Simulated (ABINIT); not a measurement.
Here is an ABINIT 10.8.3 (patched build) calculation.

Contents of run.abi:

```
pp_dirpath "./"
pseudos "34_Se_16_1.9_2.1_pbe_n_v1.0.psp8, 30_Zn_20_1.9_2.3_pbe_n_v1.0.psp8"

acell 7.5732633804 7.5732633804 7.5732633804
rprim
     0.0000000000     0.7071067812     0.7071067812
     0.7071067812     0.0000000000     0.7071067812
     0.7071067812     0.7071067812     0.0000000000
ntypat 2
znucl 34 30
natom 2
typat 1 2
xcart
     8.0326588379     8.0326588379     8.0326588379
     0.0000000000     0.0000000000     0.0000000000

ecut 31.0

kptopt 1
ngkpt 6 6 6
nshiftk 1
shiftk 0.0 0.0 0.0

ixc 11

nband 22
occopt 3
tsmear 0.00183747

nstep 100
tolvrs 1.0e-10

iomode 3
prtwf 0
prteig 0
prtebands 0
prtvol 2
prtden 1
prtvha 1
prtvclmb 1
prtpot 1
prtelf 1
```

Potentials or basis: SPMS NC PBE v1.0.

Launch:

```bash
$ abinit run.abi > log 2>&1
```

(1) Estimate the band gap on the k mesh.

(2) Estimate the pressure.

## Answers

(1) 1.28 eV, direct.

(2) 2.3 GPa.

**The experiment to reproduce.**

“Alloy Disordering Effects on the Thermal Conductivity and Energy Gap Temperature Dependence of Cd1−xZnxSe Ternary Crystals Grown by the Bridgman Method”, 2023, pmc:10253836 reports, for a bulk crystal of ZnSe at 300 K: band gap 2.695 ± 0.003 eV (an exciton energy, a little under the gap).

Against the measured gap of ZnSe, 2.695 eV (an exciton energy, a little under the gap; 300 K; “Alloy Disordering Effects on the Thermal Conductivity and Energy Gap Temperature Dependence of Cd1−xZnxSe Ternary Crystals Grown by the Bridgman Method”, 2023, pmc:10253836), the calculated 1.28 eV is off by -1.42 eV. So large a miss can be the level of theory's own, or it may mean another phase, state or a wrong row. Spin-orbit coupling on Se is left out. The value is that of PBE, without temperature or zero-point motion. Semilocal functionals fall short of measured gaps as a rule.
